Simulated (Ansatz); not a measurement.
An Ansatz (a program for electronic structure) run: BaSnO3 with a change (electrons 1.0×10^22 cm⁻³); r2SCAN in Ansatz (plane waves to 500 eV, PAW, without spin-orbit coupling).

Input:

Ansatz 0.2 input:
```yaml
crystal:
  lattice:
    - [4.1313203747, 0, 0]
    - [0, 4.1313203747, 0]
    - [0, 0, 4.1313203747]
  atoms:
    - { symbol: Ba, position: [0, 0, 0] }
    - { symbol: Sn, position: [0.5, 0.5, 0.5] }
    - { symbol: O, position: [0, 0.5, 0.5] }
    - { symbol: O, position: [0.5, 0.5, 0] }
    - { symbol: O, position: [0.5, 0, 0.5] }
basis: { ecutwfc: 500, ecutrho_ratio: 4, xc_grid: 4, fft_grid_basis: typed }
kpoints: { mp_grid: { grid: [11, 11, 11] } }
hamiltonian:
  xc: r2scan
  dispersion: none
  pseudopotentials: { kind: paw }
total_charge: -0.705126
scf: { occupations: { method: fermi_dirac, width: 0.0259 }, convergence: { dr2_threshold: 0.0000000005 } }
relax: { f_tol: 0.005, max_steps: 30 }
output: { forces: true, stress: true }
checkpoint: { write: state.ck, write_every: 1000 }
```

Output:

```
Relaxation: its limit of steps is 30 (relax.max_steps)
WARN ansatz: RAYON_NUM_THREADS=1 ignored (pool sized by the plan → 1); use --threads N
Pseudopotentials: kind: paw
Pseudopotential: Ba, paw, valence charge 10
Pseudopotential: Sn, paw, valence charge 14
Pseudopotential: O, paw, valence charge 6
Functional definition: r2SCAN
Crystal: 5 atoms, lattice volume = 70.513 Å³
Basis set: ecut = 500 eV, 1791 PW (Γ), exchange–correlation on 128×128×128 points (64 copies of the dense FFT grid, shifted against one another)
Bands: 27, of which v1, the nominal top of the filled ones, is band 21 counted from 1 (20 counted from 0)
Symmetry: 48 space group operations
Space group: Pm-3m (ITA 221), of the structure as read, at distance tolerance 4.1e-5 Å
k-points: 56 of 1331
PAW frozen core: Ba, regenerated for the run's functional
PAW frozen core: Sn, regenerated for the run's functional
PAW frozen core: O, regenerated for the run's functional
Initial density: superposition of atomic densities (neutral atoms scaled as one to the charged cell's electrons …
Initial wavefunctions: pseudopotential atomic-orbital guess
Eigensolver: davidson
Functional: x = r2scan, c = r2scan; τ floored in thin density (d = 2e-4 eV/Å³)
SCF iter   1: F=—  HF=-13703.385478 eV  |F-HF|=—  |Δ(HF+E_count)|=         —  Δρ=3.26e-2  dr2=4.36e-1  dr2_τ=1.47e-1  ethr=1.77e-3  ⟨swp⟩=10.3  Hψ=9504  notcnv=0
all-band conjugate gradients solve this SCF's bands
preconditioner: auto → Kerker (q_TF=auto, 2.510 Å⁻¹)
SCF iter   2: F=—  HF=-13703.387805 eV  |F-HF|=—  |Δ(HF+E_count)|=   2.33e-3  Δρ=1.40e-2  dr2=9.51e-2  dr2_τ=5.03e-3  ethr=1.02e-3  ⟨swp⟩=2.2  Hψ=2732  notcnv=0  defer=56
preconditioner: auto → Resta (q_TF=auto, 2.510 Å⁻¹)
SCF iter   3: F=—  HF=-13703.344388 eV  |F-HF|=—  |Δ(HF+E_count)|=   4.34e-2  Δρ=4.85e-3  dr2=1.25e-2  dr2_τ=2.34e-3  ethr=2.23e-4  ⟨swp⟩=3.2  Hψ=3127  notcnv=0  defer=56
SCF iter   4: F=—  HF=-13703.338472 eV  |F-HF|=—  |Δ(HF+E_count)|=   5.92e-3  Δρ=8.71e-4  dr2=5.09e-4  dr2_τ=3.98e-5  ethr=2.92e-5  ⟨swp⟩=2.9  Hψ=2841  notcnv=0  defer=56
SCF iter   5: F=—  HF=-13703.338620 eV  |F-HF|=—  |Δ(HF+E_count)|=   1.49e-4  Δρ=2.75e-4  dr2=3.25e-5  dr2_τ=2.32e-6  ethr=1.19e-6  ⟨swp⟩=2.1  Hψ=2414  notcnv=0  defer=56
SCF iter   6: F=—  HF=-13703.338627 eV  |F-HF|=—  |Δ(HF+E_count)|=   6.79e-6  Δρ=2.38e-5  dr2=2.47e-7  dr2_τ=3.97e-8  ethr=7.61e-8  ⟨swp⟩=2.6  Hψ=2634  notcnv=0  defer=56
SCF iter   7: F=—  HF=-13703.338627 eV  |F-HF|=—  |Δ(HF+E_count)|=   3.94e-7  Δρ=5.51e-6  dr2=1.61e-8  dr2_τ=1.07e-9  ethr=5.78e-10  ⟨swp⟩=2.6  Hψ=2828  notcnv=0  defer=55
SCF iter   8: F=—  HF=-13703.338627 eV  |F-HF|=—  |Δ(HF+E_count)|=   6.70e-9  Δρ=9.19e-7  dr2=6.60e-10  dr2_τ=3.81e-11  ethr=3.77e-11  ⟨swp⟩=2.0  Hψ=2581  notcnv=0  defer=55
SCF iter   9: F=-13703.338627 eV  HF=-13703.338627 eV  |F-HF|=3.64e-12  |Δ(HF+E_count)|=  7.28e-12  Δρ=1.50e-7  dr2=1.51e-11  dr2_τ=7.73e-13  ethr=1.17e-12  ⟨swp⟩=5.0  Hψ=5872  notcnv=0
SCF 1 converged in 9 iterations: F = -13703.338627 eV  dr2 = 1.51e-11
relax step   1: F+E_penalty+E_count = -13703.33862660 eV  Δ(F+E_penalty+E_count) = +0.000e0 eV  max|allowed force component| = 1.817e-29 eV/Å  Δτ_max = 0.0000 Å  (9 SCF iters, accepted)
Crystal: 5 atoms, lattice volume = 70.513 Å³
Initial density: handed on by an earlier stage of this run
Initial wavefunctions: those handed on with the density
iter 1 solved again at ethr=1.00e-12 eV; its pass at ethr=3.10e-3 eV (dr2=1.43e-11 eV) is discarded
SCF iter   1: F=—  HF=-13703.338627 eV  |F-HF|=—  |Δ(HF+E_count)|=         —  Δρ=1.49e-7  dr2=1.51e-11  dr2_τ=7.72e-13  ethr=1.00e-12  ⟨swp⟩=2.6  Hψ=8651  notcnv=0  defer=55
preconditioner: auto → Resta (q_TF=auto, 2.510 Å⁻¹)
SCF iter   2: F=-13703.338627 eV  HF=-13703.338627 eV  |F-HF|=3.64e-12  |Δ(HF+E_count)|=  3.64e-12  Δρ=9.32e-8  dr2=5.54e-12  dr2_τ=1.66e-13  ethr=1.00e-12  ⟨swp⟩=3.2  Hψ=4184  notcnv=0
SCF 2 converged in 2 iterations: F = -13703.338627 eV  dr2 = 5.54e-12
the relaxation is at rest under the 48 symmetry operations that the run kept from its start: a minimum is not shown …
SCF converged after 2 iterations
Free energy (F): -13703.338627 eV
Harris-Foulkes:  -13703.338627 eV  (|F-HF|=3.64e-12)
Internal energy: -13703.336642 eV  (E = F + TS)
E sigma→0 (E₀):  -13703.337634 eV
Entropy (-TS):   -0.001984 eV (-0.397 meV/atom)
Fermi energy:    15.328938 eV
--- Per-component energies (eV) ---
  E_band       = -30.809262
  E_kinetic    = 907.505646
  E_local      = -2085.390615  (includes V_loc(G=0)·N_el)
  E_nonlocal   = 169.128244
  E_hartree    = 1024.617734
  E_xc         = -763.321114
  E_vxc        = -584.922479  (∫ρ·V_xc dr)
  E_paw        = -9898.614498  (= ΣΔE_a)
  E_vpaw       = -520.965505  (= ΣTr[D̂ρ^β])
  E_aug_tail   = 0.003242  (compensation charges beyond the density's cutoff)
  E_vtau       = 34.596788  (kinetic-family band-sum trace: ∫τ·v_τ [+ j·A + Jᵃ·Aᵃ] dr)
  E_ewald      = -3057.975195
  E_core_change = 0.709913  (= ΣΔE_core)
  E_smearing   = -0.001984  (= −TS)
  E_closure    = 0.000000  (closes the sum)
  E_deformation_potential = -14.390957  (in the stress; not in F)
  Σ components = -13703.338627   (vs F -13703.338627, Δ=0.00e0)
  [band-id]    e_kinetic+e_local+e_nonlocal+2·e_hartree+e_vxc+e_vpaw+e_augmentation_tail+e_vtau = -30.809211   (vs E_band -30.809262, Δ=5.09e-5)
--- Forces (eV/Å), atoms counted from 1 ---
  atom   1  Ba    -0.00000000     0.00000000     0.00000000
  atom   2  Sn     0.00000000    -0.00000000    -0.00000000
  atom   3  O      0.00000000     0.00000000     0.00000000
  atom   4  O      0.00000000    -0.00000000    -0.00000000
  atom   5  O     -0.00000000    -0.00000000     0.00000000
  max |Σ_I F_I| component: 1.04e-28 eV/Å
--- Stress (GPa, compression-positive) ---
        7.168704       0.000000       0.000000
        0.000000       7.168704       0.000000
        0.000000       0.000000       7.168704
  P = ⅓ Tr σ = 7.1687 GPa (71.687 kbar)
  The stress holds the Pulay correction. Without it, at fixed plane waves, as pw.x and ABINIT print it: P = 7.1117 GPa
  The stress includes no estimate of the error left by incomplete SCF convergence: none is made for charged cells with PAW potentials.
--- Band table ---
  band table: none
--- Relaxed structure (1 steps of the walk, 1 accepted, 0 SCFs on fresh bases) ---
  F+E_penalty+E_count = -13703.33862660 eV   max|allowed force component| = 1.817e-29 eV/Å
  atoms:
    - { symbol: Ba, position: [0.0, 0.0, 0.0] }
    - { symbol: Sn, position: [0.5, 0.5, 0.5] }
    - { symbol: O, position: [0.0, 0.5, 0.5] }
    - { symbol: O, position: [0.5, 0.5, 0.0] }
    - { symbol: O, position: [0.5, 0.0, 0.5] }
```

Carriers are added with a uniform compensating background; total energy and stress of such cells depend on the potential's zero and are not compared; many-body gap narrowing is missing at this level. No phonon test of stability was made. The cell was made from BaSnO$_{3}$ in the cubic perovskite structure (space group Pm-3m, No. 221) by this change: electrons 1.0×10^22 cm⁻³.
